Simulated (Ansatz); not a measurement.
Ansatz input file:

```yaml
crystal:
  lattice:
    - [2.0433611363, -5.8293401957, 0.0]
    - [2.0433611363, 5.8293401957, 0.0]
    - [0.0, 0.0, 4.213893296]
  atoms:
    - { symbol: Pb, position: [0.8718439679, 0.1281560321, 0.75] }
    - { symbol: Pb, position: [0.1281560321, 0.8718439679, 0.25] }
    - { symbol: S, position: [0.6443781173, 0.3556218827, 0.75] }
    - { symbol: S, position: [0.3556218827, 0.6443781173, 0.25] }
basis:
  ecutwfc: 500
kpoints:
  mp_grid: { grid: [8, 8, 6] }
hamiltonian:
  xc: r2scan
scf:
  occupations: { method: gaussian, width: 0.02 }
output:
  forces: true
  stress: true
  eigenvalues: true
relax:
  adjacent_minimum: "off"
  f_tol: 0.01
  max_steps: 30
  cell: { stress_tol: 0.1, fix: [volume] }
```

Launched with
```bash
ansatz run input.yaml --threads 1 --pin off --max-ram 2560MiB --backend cpu --events-out ev --progress --plain --runs-dir out
```

Theory: Ansatz 0.2.0, DFT r2SCAN, scalar-relativistic, plane waves, PAW.

Part of what the program printed, abridged:

```
Pseudopotentials: kind: paw
Pseudopotential: Pb, paw, valence charge 14, recommended cutoff 500 eV (meta_gga)
Pseudopotential: S, paw, valence charge 6, recommended cutoff 500 eV (meta_gga)
Functional definition: r2SCAN
Crystal: 4 atoms, lattice volume = 100.387 Å³
Basis set: ecut = 500 eV, 2561 PW (Γ), exchange–correlation on 192×192×128 points (64 copies of the dense FFT grid, shifted against one another)
Bands: 24, of which v1, the nominal top of the filled ones, is band 20 counted from 1 (19 counted from 0)
Symmetry: 8 space group operations
Space group: Cmcm (ITA 63), of the structure as read, at distance tolerance 4.6e-5 Å
k-points: 84 of 384
Initial density: superposition of atomic densities (neutral atoms: chi_scale 0, normalization atom), corrected by the library's trained network
Initial wavefunctions: pseudopotential atomic-orbital guess
Functional: x = r2scan, c = r2scan; τ floored in thin density (d = 2e-4 eV/Å³)
SCF iter   1: F=—  HF=-25655.849428 eV  |F-HF|=—  |Δ(HF+E_count)|=         —  Δρ=6.37e-3  dr2=2.56e-2  dr2_τ=1.04e-2  ethr=1.77e-3  ⟨swp⟩=7.6  Hψ=10678  notcnv=0
SCF iter   2: F=—  HF=-25655.871564 eV  |F-HF|=—  |Δ(HF+E_count)|=   2.21e-2  Δρ=3.02e-3  dr2=6.93e-3  dr2_τ=2.33e-4  ethr=6.41e-5  ⟨swp⟩=2.5  Hψ=4775  notcnv=0
SCF iter   3: F=—  HF=-25655.871485 eV  |F-HF|=—  |Δ(HF+E_count)|=   7.89e-5  Δρ=8.18e-4  dr2=4.36e-4  dr2_τ=5.11e-5  ethr=1.73e-5  ⟨swp⟩=3.0  Hψ=4032  notcnv=0
SCF iter   4: F=—  HF=-25655.871606 eV  |F-HF|=—  |Δ(HF+E_count)|=   1.21e-4  Δρ=2.07e-4  dr2=3.72e-5  dr2_τ=4.03e-6  ethr=1.09e-6  ⟨swp⟩=2.8  Hψ=3694  notcnv=0
SCF iter   5: F=—  HF=-25655.871624 eV  |F-HF|=—  |Δ(HF+E_count)|=   1.84e-5  Δρ=3.81e-5  dr2=1.09e-6  dr2_τ=4.85e-8  ethr=9.31e-8  ⟨swp⟩=2.0  Hψ=2688  notcnv=0
SCF iter   6: F=-25655.871625 eV  HF=-25655.871625 eV  |F-HF|=3.91e-8  |Δ(HF+E_count)|=   9.61e-7  Δρ=7.54e-6  dr2=8.06e-8  dr2_τ=7.89e-9  ethr=2.50e-10  ⟨swp⟩=7.8  Hψ=11533  notcnv=0
SCF 1 converged in 6 iterations: F = -25655.871625 eV  dr2 = 8.06e-8
relax step   1: F+E_penalty+E_count = -25655.87162539 eV  Δ(F+E_penalty+E_count) = +0.000e0 eV  max|allowed force component| = 1.993e-1 eV/Å  Δτ_max = 0.0000 Å  P = +3.061 GPa  Ω = 100.387 Å³  fix = [volume]  reactions: volume +3.061 GPa (6 SCF iters, dr2 threshold 1.00e-7 eV, accepted)
Basis set: ecut = 500 eV, 2557 PW (Γ), exchange–correlation on 192×192×128 points (64 copies of the dense FFT grid, shifted against one another)
Initial density: handed on by an earlier stage of this run
Initial wavefunctions: those handed on with the density
SCF iter   1: F=—  HF=-25655.633828 eV  |F-HF|=—  |Δ(HF+E_count)|=         —  Δρ=3.76e-3  dr2=1.73e-2  dr2_τ=3.57e-1  ethr=4.03e-5  ⟨swp⟩=2.0  Hψ=13928  notcnv=0
SCF iter   2: F=—  HF=-25655.855839 eV  |F-HF|=—  |Δ(HF+E_count)|=   2.22e-1  Δρ=2.03e-3  dr2=4.95e-3  dr2_τ=2.03e-4  ethr=4.03e-5  ⟨swp⟩=3.3  Hψ=5011  notcnv=0
SCF iter   3: F=—  HF=-25655.855800 eV  |F-HF|=—  |Δ(HF+E_count)|=   3.94e-5  Δρ=1.25e-3  dr2=1.57e-3  dr2_τ=4.91e-5  ethr=1.24e-5  ⟨swp⟩=2.1  Hψ=3263  notcnv=0
SCF iter   4: F=—  HF=-25655.856199 eV  |F-HF|=—  |Δ(HF+E_count)|=   4.00e-4  Δρ=2.16e-4  dr2=4.98e-5  dr2_τ=2.01e-6  ethr=3.93e-6  ⟨swp⟩=2.1  Hψ=3985  notcnv=0
SCF iter   5: F=—  HF=-25655.856203 eV  |F-HF|=—  |Δ(HF+E_count)|=   3.59e-6  Δρ=6.78e-5  dr2=6.64e-6  dr2_τ=1.04e-7  ethr=1.25e-7  ⟨swp⟩=2.9  Hψ=3970  notcnv=0
SCF iter   6: F=—  HF=-25655.856203 eV  |F-HF|=—  |Δ(HF+E_count)|=   2.43e-7  Δρ=2.17e-5  dr2=6.62e-7  dr2_τ=1.44e-8  ethr=1.66e-8  ⟨swp⟩=3.0  Hψ=3922  notcnv=0
SCF iter   7: F=-25655.856203 eV  HF=-25655.856203 eV  |F-HF|=3.82e-8  |Δ(HF+E_count)|=   3.71e-8  Δρ=6.62e-6  dr2=8.27e-8  dr2_τ=5.31e-10  ethr=1.00e-9  ⟨swp⟩=5.9  Hψ=8797  notcnv=0
SCF 2 converged in 7 iterations: F = -25655.856203 eV  dr2 = 8.27e-8
relax step   2: F+E_penalty+E_count = -25655.85620262 eV  Δ(F+E_penalty+E_count) = +1.542e-2 eV  max|allowed force component| = 3.464e-1 eV/Å  Δτ_max = 0.0842 Å  P = +1.437 GPa  Ω = 100.387 Å³  fix = [volume]  (7 SCF iters, dr2 threshold 4.00e-7 eV, rejected (line search))
Basis set: ecut = 500 eV, 2565 PW (Γ), exchange–correlation on 192×192×128 points (64 copies of the dense FFT grid, shifted against one another)
SCF iter   1: F=—  HF=-25655.691631 eV  |F-HF|=—  |Δ(HF+E_count)|=         —  Δρ=3.09e-3  dr2=1.19e-2  dr2_τ=1.64e-1  ethr=2.96e-5  ⟨swp⟩=1.9  Hψ=13354  notcnv=0
SCF iter   2: F=—  HF=-25655.879032 eV  |F-HF|=—  |Δ(HF+E_count)|=   1.87e-1  Δρ=1.47e-3  dr2=4.45e-3  dr2_τ=7.35e-5  ethr=2.96e-5  ⟨swp⟩=3.0  Hψ=4974  notcnv=0  defer=1
SCF iter   3: F=—  HF=-25655.878590 eV  |F-HF|=—  |Δ(HF+E_count)|=   4.42e-4  Δρ=1.01e-3  dr2=1.50e-3  dr2_τ=2.71e-5  ethr=1.11e-5  ⟨swp⟩=1.5  Hψ=2632  notcnv=0
SCF iter   4: F=—  HF=-25655.878665 eV  |F-HF|=—  |Δ(HF+E_count)|=   7.48e-5  Δρ=2.66e-4  dr2=1.09e-4  dr2_τ=3.77e-6  ethr=3.76e-6  ⟨swp⟩=2.0  Hψ=3963  notcnv=0
SCF iter   5: F=—  HF=-25655.878660 eV  |F-HF|=—  |Δ(HF+E_count)|=   4.87e-6  Δρ=1.32e-4  dr2=3.39e-5  dr2_τ=1.38e-7  ethr=2.73e-7  ⟨swp⟩=2.0  Hψ=3650  notcnv=0
SCF iter   6: F=—  HF=-25655.878652 eV  |F-HF|=—  |Δ(HF+E_count)|=   8.32e-6  Δρ=4.68e-5  dr2=4.19e-6  dr2_τ=4.25e-8  ethr=8.48e-8  ⟨swp⟩=2.3  Hψ=3729  notcnv=0
SCF iter   7: F=—  HF=-25655.878651 eV  |F-HF|=—  |Δ(HF+E_count)|=   3.75e-7  Δρ=2.50e-5  dr2=1.30e-6  dr2_τ=5.20e-9  ethr=1.05e-8  ⟨swp⟩=1.7  Hψ=3065  notcnv=0
SCF iter   8: F=—  HF=-25655.878652 eV  |F-HF|=—  |Δ(HF+E_count)|=   1.02e-6  Δρ=7.49e-6  dr2=1.21e-7  dr2_τ=3.82e-10  ethr=3.25e-9  ⟨swp⟩=2.4  Hψ=3746  notcnv=0
SCF iter   9: F=—  HF=-25655.878652 eV  |F-HF|=—  |Δ(HF+E_count)|=   1.14e-8  Δρ=6.77e-7  dr2=8.77e-10  dr2_τ=7.54e-12  ethr=3.02e-10  ⟨swp⟩=2.0  Hψ=3696  notcnv=0
SCF iter  10: F=-25655.878652 eV  HF=-25655.878652 eV  |F-HF|=3.64e-12  |Δ(HF+E_count)|=  4.37e-11  Δρ=7.60e-8  dr2=6.75e-12  dr2_τ=1.60e-13  ethr=1.00e-12  ⟨swp⟩=6.1  Hψ=9337  notcnv=0
SCF 3 converged in 10 iterations: F = -25655.878652 eV  dr2 = 6.75e-12
relax step   3: F+E_penalty+E_count = -25655.87865225 eV  Δ(F+E_penalty+E_count) = -7.027e-3 eV  max|allowed force component| = 3.266e-2 eV/Å  Δτ_max = 0.0268 Å  P = +2.389 GPa  Ω = 100.387 Å³  energy of the carried Pulay correction = -1.349e-18 eV  fix = [volume]  reactions: volume +2.389 GPa (10 SCF iters, accepted)
SCF iter   1: F=—  HF=-25655.878446 eV  |F-HF|=—  |Δ(HF+E_count)|=         —  Δρ=3.90e-4  dr2=1.68e-4  dr2_τ=9.69e-4  ethr=4.50e-7  ⟨swp⟩=2.8  Hψ=13061  notcnv=0
SCF iter   2: F=—  HF=-25655.878935 eV  |F-HF|=—  |Δ(HF+E_count)|=   4.89e-4  Δρ=2.23e-4  dr2=6.58e-5  dr2_τ=1.31e-6  ethr=4.20e-7  ⟨swp⟩=2.0  Hψ=3693  notcnv=0
SCF iter   3: F=—  HF=-25655.878932 eV  |F-HF|=—  |Δ(HF+E_count)|=   3.41e-6  Δρ=7.86e-5  dr2=1.07e-5  dr2_τ=4.05e-7  ethr=1.65e-7  ⟨swp⟩=2.3  Hψ=2941  notcnv=0
SCF iter   4: F=—  HF=-25655.878932 eV  |F-HF|=—  |Δ(HF+E_count)|=   8.32e-7  Δρ=3.02e-5  dr2=1.34e-6  dr2_τ=2.91e-8  ethr=2.68e-8  ⟨swp⟩=2.9  Hψ=3892  notcnv=0
SCF iter   5: F=-25655.878933 eV  HF=-25655.878933 eV  |F-HF|=3.57e-8  |Δ(HF+E_count)|=   7.01e-7  Δρ=6.68e-6  dr2=4.25e-8  dr2_τ=2.15e-9  ethr=1.67e-10  ⟨swp⟩=4.3  Hψ=10260  notcnv=0
SCF 4 converged in 5 iterations: F = -25655.878933 eV  dr2 = 4.25e-8
relax step   4: F+E_penalty+E_count = -25655.87893321 eV  Δ(F+E_penalty+E_count) = -2.810e-4 eV  max|allowed force component| = 2.160e-3 eV/Å  Δτ_max = 0.0092 Å  P = +2.334 GPa  Ω = 100.387 Å³  energy of the carried Pulay correction = +2.697e-18 eV  fix = [volume]  reactions: volume +2.334 GPa (5 SCF iters, dr2 threshold 6.67e-8 eV, accepted)
Basis set: ecut = 500 eV, 2565 PW (Γ), exchange–correlation on 180×180×128 points (64 copies of the dense FFT grid, shifted against one another)
Initial wavefunctions: pseudopotential atomic-orbital guess (no wavefunctions were taken with the density)
SCF iter   1: F=—  HF=-25655.878943 eV  |F-HF|=—  |Δ(HF+E_count)|=         —  Δρ=9.50e-6  dr2=4.65e-8  dr2_τ=2.89e-8  ethr=1.80e-7  ⟨swp⟩=3.2  Hψ=16841  notcnv=0
SCF iter   2: F=—  HF=-25655.878942 eV  |F-HF|=—  |Δ(HF+E_count)|=   2.63e-7  Δρ=5.58e-6  dr2=1.83e-8  dr2_τ=2.02e-9  ethr=1.16e-10  ⟨swp⟩=2.8  Hψ=3925  notcnv=0
SCF iter   3: F=—  HF=-25655.878942 eV  |F-HF|=—  |Δ(HF+E_count)|=   3.33e-8  Δρ=1.02e-6  dr2=1.23e-9  dr2_τ=1.30e-10  ethr=4.58e-11  ⟨swp⟩=2.0  Hψ=2856  notcnv=0
SCF iter   4: F=-25655.878942 eV  HF=-25655.878942 eV  |F-HF|=1.02e-10  |Δ(HF+E_count)|=  2.04e-10  Δρ=4.55e-7  dr2=1.38e-10  dr2_τ=1.84e-11  ethr=1.00e-12  ⟨swp⟩=4.2  Hψ=10235  notcnv=0
SCF 5 converged in 4 iterations: F = -25655.878942 eV  dr2 = 1.38e-10
SCF converged after 4 iterations
Free energy (F): -25655.878942 eV
Harris-Foulkes:  -25655.878942 eV  (|F-HF|=1.02e-10)
Internal energy: -25655.878942 eV  (E = F + TS)
E sigma→0 (E₀):  -25655.878942 eV
Fermi energy:    8.871527 eV
--- Per-component energies (eV) ---
  E_band       = -117.582445
  E_kinetic    = 788.446080
  E_local      = -2408.613243  (includes V_loc(G=0)·N_el)
  E_nonlocal   = 758.703639
  E_hartree    = 942.762843
  E_xc         = -601.545805
  E_vxc        = -480.390658  (∫ρ·V_xc dr)
  E_paw        = -22083.065124  (= ΣΔE_a)
  E_vpaw       = -690.942180  (= ΣTr[D̂ρ^β])
  E_aug_tail   = 0.000039  (compensation charges beyond the density's cutoff)
  E_vtau       = 29.688405  (kinetic-family band-sum trace: ∫τ·v_τ [+ j·A + Jᵃ·Aᵃ] dr)
  E_ewald      = -3054.278843
  E_core_change = 1.711471  (= ΣΔE_core)
  E_smearing   =  0.000000  (= −TS)
--- Forces (eV/Å), atoms counted from 1 ---
  atom   1  Pb     0.00000000     0.00004948     0.00000000
  atom   2  Pb     0.00000000    -0.00004948     0.00000000
  atom   3  S      0.00000000     0.00213268     0.00000000
  atom   4  S      0.00000000    -0.00213268     0.00000000
--- Stress (GPa, compression-positive) ---
        2.368706       0.000000       0.000000
        0.000000       2.329880       0.000000
        0.000000       0.000000       2.304353
  P = ⅓ Tr σ = 2.3343 GPa (23.343 kbar)
--- Band table (eV; the first three rows and the last of 84) ---
  k-point 0: bands = ["-8.9500", "-8.8260", "-8.8253", "-8.8000", "-8.7524", "-8.7496", "-8.7487", "-8.7291", "-8.7262", "-8.6538", "-5.6964", "-3.6415", "1.3028", "2.1960", "3.5361", "4.8287", "5.5767", "6.2219", "6.4583", "7.4989", "13.1873", "13.2300", "13.4660", "14.1217"]
  k-point 1: bands = ["-8.9280", "-8.8256", "-8.8243", "-8.7877", "-8.7664", "-8.7657", "-8.7484", "-8.7180", "-8.7171", "-8.6675", "-5.5262", "-3.6627", "0.7818", "1.7828", "3.6663", "5.3720", "5.7899", "6.4063", "6.8849", "7.3389", "12.4772", "12.6979", "13.0382", "13.5379"]
  k-point 2: bands = ["-8.8828", "-8.8314", "-8.8051", "-8.7892", "-8.7883", "-8.7636", "-8.7459", "-8.7084", "-8.7083", "-8.7014", "-5.0465", "-3.8571", "0.1355", "0.9023", "4.2029", "5.7532", "6.3406", "6.8032", "7.4041", "7.7095", "11.1089", "11.1850", "11.4986", "12.1769"]
  k-point 83: bands = ["-8.8641", "-8.8641", "-8.7786", "-8.7786", "-8.7619", "-8.7619", "-8.7249", "-8.7249", "-8.7158", "-8.7158", "-4.3107", "-4.3107", "-0.3714", "-0.3714", "6.7365", "6.7365", "6.8640", "6.8640", "7.6628", "7.6628", "10.2650", "10.2650", "11.7333", "11.7333"]
--- Relaxed structure (4 steps of the walk, 3 accepted, 1 SCFs on fresh bases) ---
  F+E_penalty+E_count = -25655.87894239 eV   max|allowed force component| = 2.133e-3 eV/Å   (the final SCF, on the basis selected at the relaxed cell)
  cell:  # Å, volume = 100.3871 Å³
    - [2.04603422, -5.78555625, 0.0]
    - [2.04603422, 5.78555625, 0.0]
    - [0.0, 0.0, 4.24023620]
  atoms:
    - { symbol: Pb, position: [0.87392710, 0.12607289, 0.75] }
    - { symbol: Pb, position: [0.12607289, 0.87392710, 0.25] }
    - { symbol: S, position: [0.64265995, 0.35734004, 0.75] }
    - { symbol: S, position: [0.35734004, 0.64265995, 0.25] }
```

The relaxation met its thresholds.

The run took 2.3 min on 1 thread of Arm Neoverse V2 (shared host), peak memory 0.84 GiB.

Spin–orbit coupling is left out, which can shift energies with elements as heavy as these.